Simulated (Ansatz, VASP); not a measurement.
# CdS (Hawleyite): VASP beside Ansatz, part 2 of 2

Aim: how closely do two programs agree when they are given the same cell, functional and k mesh?

VASP 6.6.1 and Ansatz 0.2.0.

So far: Set-up; VASP: G0W0 gap, PBE.

### 3. Ansatz: G0W0 gap, PBE

Level of this step: Ansatz beside VASP: Kohn-Sham DFT, plane waves, PBE, G0W0 (Ansatz).

Ansatz runs on its default PAW (the set named soft_2) files.

The same cell, functional and mesh now go to Ansatz, which takes its cutoff from its data sets.

input.yaml

```yaml
crystal:
  lattice:
    - [0.0, 2.9582, 2.9582]
    - [2.9582, 0.0, 2.9582]
    - [2.9582, 2.9582, 0.0]
  atoms:
    - { symbol: Cd, position: [0.0, 0.0, 0.0] }
    - { symbol: S, position: [0.25, 0.25, 0.25] }
hamiltonian:
  xc: pbe
  pseudopotentials: { kind: paw }
kpoints:
  mp_grid: { grid: [4, 4, 4] }
scf:
  occupations: { method: fixed }
gw:
  n_empty_bands: 151
  ecut_chi: 120.0
  qp_bands: [v2, c2]
  qp_kpoints: band_edges
  screening: { model: contour_deformation }
```

Started as:

```console
ansatz run input.yaml --threads 4 --pin off --max-ram 9216MiB --backend cpu --events-out ev --progress --plain --runs-dir out
```

Numbers of over 12 decimals in the logs are rounded to 6 here.

What it wrote:

```text
Engine: ansatz 0.2.0, aarch64-unknown-linux-gnu
Pseudopotentials: kind: paw
Pseudopotential: Cd, paw, valence charge 20, recommended cutoff 420 eV (normal), Cd.paw.azcp
Pseudopotential: S, paw, valence charge 6, recommended cutoff 420 eV (normal), S.paw.azcp
Functional definition: PBE
  parameter kappa = 0.804
  parameter beta = 0.066725
  exchange = pbe_x(kappa = kappa, mu = beta*pi^2/3)
  correlation = pbe_c(beta = beta)
Crystal: 2 atoms, lattice volume = 51.774 Å³
Basis set: ecut = 420 eV, 965 PW (Γ)
Bands: 17, of which v1, the nominal top of the filled ones, is band 13 counted from 1 (12 counted from 0)
Symmetry: 24 space group operations
Space group: F-43m (ITA 216), of the structure as read, at distance tolerance 3.7e-5 Å
k-points: 8 of 64 (time reversal used)
Non-local potential: Cd, projectors of the file, l = 0: 3, l = 1: 2, l = 2: 2, l = 3: 1
Non-local potential: S, projectors of the file, l = 0: 2, l = 1: 2, l = 2: 2
PAW form: soft (Blöchl's): semilocal exchange-correlation on the pseudo side does not see the compensation charge
PAW one-centre angular grid: Cd, 590 points (default); XC on 64 Gauss nodes
PAW one-centre angular grid: S, 110 points (default); XC on 64 Gauss nodes
Initial density: superposition of atomic densities (neutral atoms: chi_scale 0, normalization atom), corrected by the library's trained network
Initial wavefunctions: pseudopotential atomic-orbital guess
Functional: x = pbe(κ = 0.804, μ = 0.219515), c = pbe(β = 0.066725)
SCF iter   1: F=—  HF=-9157.796479 eV  |F-HF|=—  |Δ(HF+E_count)|=         —  Δρ=6.04e-4  dr2=1.87e-4  ethr=1.77e-3  ⟨swp⟩=4.9  Hψ=584  notcnv=0  defer=13
preconditioner: auto → none  [insulator: Δε(μ)=1.046 eV  Ē_g=12.177 eV  n_scr=14 (ndim 8)  ℏωp=21.9 eV  f_vac=0.139  ε∞_Penn≈4.2]
SCF iter   2: F=—  HF=-9157.797137 eV  |F-HF|=—  |Δ(HF+E_count)|=   6.58e-4  Δρ=2.47e-4  dr2=1.88e-5  ethr=7.19e-7  ⟨swp⟩=2.8  Hψ=331  notcnv=0  defer=13
SCF iter   3: F=—  HF=-9157.797155 eV  |F-HF|=—  |Δ(HF+E_count)|=   1.85e-5  Δρ=1.13e-4  dr2=2.63e-6  ethr=7.24e-8  ⟨swp⟩=2.1  Hψ=208  notcnv=0  defer=12
SCF iter   4: F=—  HF=-9157.797174 eV  |F-HF|=—  |Δ(HF+E_count)|=   1.91e-5  Δρ=3.53e-5  dr2=4.08e-7  ethr=1.01e-8  ⟨swp⟩=2.0  Hψ=213  notcnv=0  defer=14
iter 5 did not close the SCF: its close was put off for the readings that it lacked (scf_convergence_deferred on its scf_iter line)
SCF iter   5: F=-9157.797174 eV  HF=-9157.797174 eV  |F-HF|=3.15e-8  |Δ(HF+E_count)|=   8.28e-8  Δρ=1.24e-5  dr2=8.08e-8  ethr=1.57e-9  ⟨swp⟩=2.1  Hψ=209  notcnv=0  defer=14
SCF iter   6: F=-9157.797174 eV  HF=-9157.797174 eV  |F-HF|=2.52e-9  |Δ(HF+E_count)|=   1.24e-8  Δρ=7.36e-6  dr2=1.94e-8  ethr=3.11e-10  ⟨swp⟩=3.9  Hψ=506  notcnv=0
SCF 1 converged in 6 iterations: F = -9157.797174 eV  dr2 = 1.94e-8
  greatest PAW one-centre occupation: 1.000 electrons in one spin orbital (limit 2), on the Cd atom at site 0 (counted from 0), in its partial waves of l = 0
NSCF: frozen V_eff on 8 k-points
G₀W₀ screening: q 1/8
G₀W₀ screening: q 2/8 (q-point 5)
G₀W₀ screening: q 3/8 (q-point 6)
G₀W₀ screening: q 4/8 (q-point 2)
G₀W₀ screening: q 5/8 (q-point 4)
G₀W₀ screening: q 6/8 (q-point 8)
G₀W₀ screening: q 7/8 (q-point 3)
G₀W₀ screening: q 8/8 (q-point 7)
G₀W₀ self-energy: k 1/5
G₀W₀ self-energy: k 2/5
G₀W₀ self-energy: k 3/5
G₀W₀ self-energy: k 4/5
G₀W₀ self-energy: k 5/5
NSCF: frozen V_eff on 1 k-points
SCF converged after 6 iterations
Free energy (F): -9157.797174 eV
Harris-Foulkes:  -9157.797174 eV  (|F-HF|=2.52e-9)
Internal energy: -9157.797174 eV  (E = F + TS)
E sigma→0 (E₀):  -9157.797174 eV
Fermi energy:    6.345233 eV
--- Per-component energies (eV) ---
  E_band       = -518.991489
  E_kinetic    = 611.141050
  E_local      = -4075.516531  (includes V_loc(G=0)·N_el)
  E_nonlocal   = 62.190395
  E_hartree    = 1868.661154
  E_xc         = -273.493840
  E_vxc        = -308.559350  (∫ρ·V_xc dr)
  E_paw        = -4683.928645  (= ΣΔE_a)
  E_vpaw       = -545.566895  (= ΣTr[D̂ρ^β])
  E_aug_tail   = 0.000016  (compensation charges beyond the density's cutoff)
  E_ewald      = -2666.850774
  E_smearing   = -0.000000  (= −TS)
  E_closure    = 0.000000  (closes the sum)
  Σ components = -9157.797174   (vs F -9157.797174, Δ=0.00e0)
--- Band table (eV; the first three rows and the last of 8) ---
  k-point 0: bands = [... 9 lower, -0.8325, 6.3452, 6.3452, 6.3452, 7.3866, 12.8614, 12.8614, 12.8614]
  k-point 1: bands = [... 9 lower, -0.8286, 3.9489, 5.9798, 5.9798, 9.0213, 12.5616, 13.3413, 13.3413]
  k-point 2: bands = [... 9 lower, -0.4871, 2.1925, 5.6523, 5.6523, 9.2792, 13.3197, 13.3197, 13.6700]
  k-point 7: bands = [... 9 lower, -0.2662, 2.6393, 4.2613, 4.3029, 11.5766, 11.7711, 13.4691, 14.3755]
--- G₀W₀: contour deformation, 7 samples at zero and on the imaginary axis and 3 off it, 64 q-points, 151 empty bands' worth ---
  eigenvalues of the whole cell's RPA ε∞ on this k-mesh (on a slab, of 1 + 4πα/V) = 11.7227, 11.7227, 11.7227; static W/v taken at q = 0 is 0.085305
  bands read: the sum over 164 bands ends inside a degenerate multiplet in 3 slots, whose members it reads at an even weight; the widest, k=0: bands 163 to 165 (counted from 1) at 2/3 each
  gw.qp_kpoints: band_edges: 5 of 8 stored k-points solved, in 1 pass; an edge of the gap read off the rows below is read off those points alone
    valence top: of the k-points left out ik 5 came nearest to being solved in a further pass, in band 13 (counted from 1, as in the quasiparticle table): it holds the edge there only if its correction is more favourable than any solved in that band by at least 0.710 eV; those differ by 0.128 eV
    conduction bottom: of the k-points left out ik 5 came nearest to being solved in a further pass, in band 14 (counted from 1, as in the quasiparticle table): it holds the edge there only if its correction is more favourable than any solved in that band by at least 2.981 eV; those differ by 0.246 eV
    ik  band        ε_KS         Σx   Σc(E_QP)       V_xc       Z   E_QP_lin       E_QP  E_QP is
     0    12      6.3452   -20.6820     2.3784   -17.7654  0.7169     5.7865     5.8071  root
     0    13      6.3452   -20.6820     2.3784   -17.7654  0.7169     5.7865     5.8071  root
     0    14      7.3866    -8.3933    -3.7921   -12.2852  0.7554     7.4868     7.4864  root
     0    15     12.8614    -6.2934    -4.5474   -11.1350  0.7404    13.1604    13.1555  root
     1    12      5.9798   -20.1024     2.4553   -17.0759  0.7147     5.3844     5.4087  root
     1    13      5.9798   -20.1024     2.4553   -17.0759  0.7147     5.3844     5.4087  root
     1    14      9.0213    -8.6361    -3.9782   -12.8124  0.7466     9.2215     9.2194  root
     1    15     12.5616    -6.8124    -4.4923   -11.5137  0.7321    12.7730    12.7706  root
     2    12      5.6523   -19.5916     2.5396   -16.4532  0.7119     5.0256     5.0535  root
     2    13      5.6523   -19.5916     2.5396   -16.4532  0.7119     5.0256     5.0535  root
     2    14      9.2792    -7.9787    -4.1195   -12.3305  0.7520     9.5144     9.5115  root
     2    15     13.3197    -6.4091    -4.5476   -11.2204  0.7324    13.5874    13.5834  root
     3    12      5.4036   -19.2504     2.5809   -16.0532  0.7104     4.7567     4.7874  root
     3    13      5.4036   -19.2504     2.5809   -16.0532  0.7104     4.7567     4.7874  root
     3    14      9.8275    -8.9451    -4.0162   -13.1665  0.7388    10.0350    10.0327  root
     3    15     11.1639    -6.5774    -4.2404   -11.0384  0.7509    11.3872    11.3845  root
     6    12      4.6092   -18.0544     2.7947   -14.5936  0.7006     3.9036     3.9431  root
     6    13      4.6092   -18.0544     2.7947   -14.5936  0.7006     3.9036     3.9431  root
     6    14      9.9568    -6.1463    -3.7359    -9.8688  0.7617     9.9434     9.9434  root
     6    15     10.6274    -8.6979    -4.2603   -13.2943  0.7434    10.9705    10.9636  root
```

Run time: 12 s. Hardware: 4 threads of Arm Neoverse V1, shared host; peak memory 0.58 GiB.

### 4. Side by side

Known differences besides the potentials themselves: the two programs' PAW sets differ in cores and partial waves; the data sets hold 26 valence electrons in Ansatz (default PAW (the set named soft_2) files) and 18 in VASP; the cutoff is 420 eV in Ansatz and 300 eV in VASP; VASP leaves aspherical gradient terms in its spheres out (LASPH is not set), Ansatz keeps them; Ansatz integrates over frequency by contour deformation, VASP on a grid of NOMEGA points. Total energies have different zeros and are not compared.

The two programs side by side:

```csv
quantity,Ansatz,VASP,difference
G0W0 gap on the mesh (eV),1.70,1.76,-0.06
PBE gap under it (eV),1.04,1.03,+0.01
```

### 5. Summary of results

```
difference in G0W0 gap on the mesh (G0W0 gap, PBE) : -0.060 eV
```

The difference in G0W0 gap on the mesh is -0.060 eV (G0W0 gap, PBE), within the 0.15 eV picked in this series as the mark of a large difference. Such differences can come from data sets, numerical settings and the points named under the comparisons, not from the functional's error against experiment.

[Lines on the potential files, build, host, timing and source positions are cut from VASP's logs without a mark.]

[Logs are printed without paths, hosts, clocks, repeated set-up lines and the standing remarks that a program may print on its own settings, such as how far it seeks lower states.]

[Hosts, paths, dates, database ids (printed as entryN), source tags and the programs' standing remarks are cut or masked in the printed files.]
